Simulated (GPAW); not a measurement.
Ti3Al, 4 atoms in the cell. Symmetry: P-6m2, No. 187, hexagonal system. Conventional cell: a = 2.928 Å, b = 2.928 Å, c = 9.226 Å, α = 90.00°, β = 90.00°, γ = 120.00°. Ti (site symmetry 3m) has 9 Ti at 2.86 to 2.93 Å and 3 Al at 2.86 Å as nearest neighbours. Around Ti (site symmetry -6m2) lie 12 Ti at 2.86 to 2.93 Å. Around Al (site symmetry -6m2) lie 6 Ti at 2.86 Å and 6 Al at 2.93 Å. The cell comes from a database or a generator and needn't be the stable form of this composition.

```yaml
Program: GPAW 26.7.0
Task: band structure
Functional: LDA
Potentials_or_basis: the program's PAW data sets (release 1.2.1) made for this functional
Cutoff: 600 eV
Basis: pw
k_mesh: 8 × 8 × 3
Occupations: fermi-dirac, width 0.05 eV
Spin: no spin polarisation
Maxiter: 150
Band_path: GMKGALHA,LM,KH
Band_points: 60
```

Potentials or basis: the program's PAW data sets (release 1.2.1) made for this functional, pw.

The run is started by

```sh
$ OMP_NUM_THREADS=1 python run.py
```

Hardware: 1 thread of AMD EPYC 7R43 64-Core Processor (Zen 3) (shared host).

Estimate the wall time of this run.

Wall time 97 s on 1 thread of AMD EPYC 7R43 64-Core Processor (Zen 3), with other jobs on the host, peak memory 0.38 GiB. Counts: scf iterations 20, plane waves 2302, bands 37, k points 20.
